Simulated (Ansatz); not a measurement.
Theory: DFT PBE, scalar-relativistic, plane waves, PAW (Ansatz 0.2.0). All cells share a 420 eV cutoff and Γ-centred k meshes spaced at most about 0.3 Å⁻¹ (about 0.25 or finer for metals, 2π included). No spin polarisation.

Temperature and zero-point effects are left out.

Two relaxed structures of Al₄Ni:

A.

```
CELL_PARAMETERS angstrom
-3.91162 3.91162 1.30198
3.91162 -3.91162 1.30198
3.91162 3.91162 -1.30198
ATOMIC_POSITIONS crystal
Al 0.00000 0.72673 0.72673
Al 0.00000 0.27327 0.27327
Al 0.27327 0.00000 0.27327
Al 0.72673 0.00000 0.72673
Ni 0.50000 0.50000 0.00000
```

B.

```
CELL_PARAMETERS angstrom
2.82027 0.00000 0.00000
-1.41014 2.44243 0.00000
0.00000 0.00000 21.73797
ATOMIC_POSITIONS crystal
Al 0.33333 0.66667 0.67182
Al 0.33333 0.66667 0.89012
Al 0.33333 0.66667 0.10988
Al 0.33333 0.66667 0.32819
Al 0.33333 0.66667 0.50000
Al 0.66667 0.33333 0.77983
Al 0.66667 0.33333 0.00000
Al 0.66667 0.33333 0.22017
Ni 0.66667 0.33333 0.41329
Ni 0.66667 0.33333 0.58671
```

Question: Which is lower in energy, and by how much?

Answer: A is lower, by 43 meV/atom. A has space group I4/mmm (No. 139), 15.9 Å³/atom and no gap on its mesh; B has Al and Ni ordered on hcp sites, space group P-6m2 (No. 187), 15.0 Å³/atom and no gap. Counting all near atoms (those within 1.25 times the shortest distance at each site; a plus sign parts nearer from farther groups; a slash parts the counts of unlike sites), A has Al 10, Ni 10 and B has Al 12/3+9/6+6, Ni 6+6. The lower one is the more open, so pressure narrows the difference. In A, Al has 2 Ni at 2.50 Å, 2 Al at 2.60 Å, 4 Al at 2.83 Å and 2 Al at 3.02 Å; Ni has 8 Al at 2.50 Å and 2 Ni at 2.60 Å. In B, Al on a site of symmetry 3m is surrounded by 3 Ni at 2.46 Å and 9 Al at 2.82–2.86 Å; Al on a second site of symmetry 3m has 12 Al at 2.82–2.90 Å; Ni has 6 Al at 2.46–2.49 Å and 6 Ni at 2.82 Å; 3 more sites not described. Both come from invented guesses. Shaken at random and relaxed again, A came back.

Cells without such a test can be saddle points.

The preference for A by 43 meV/atom probably reflects how well each structure mixes the two elements. In A every Ni has eight Al at 2.50 Å and every Al touches two Ni, which favours hybridisation of Ni d with Al s and p states, the main source of cohesion in Al-rich nickel aluminides. B instead gathers Ni into close-packed layers, leaving each Ni only six Al neighbours and some of the Al surrounded by Al alone. Its slightly shorter Ni–Al contacts and denser packing evidently don't make up for this.

A pays a price as well: Ni and Al both form straight chains along the short axis, and the shared repeat of 2.60 Å pushes Al atoms closer together than in fcc aluminium. That A still wins suggests that Ni–Al bonding outweighs this strain, though the total energies don't separate the two contributions. The ordering also doesn't make A a ground state, since the competing mixture of aluminium and Al₃Ni, the known neighbouring compound, isn't part of the comparison.
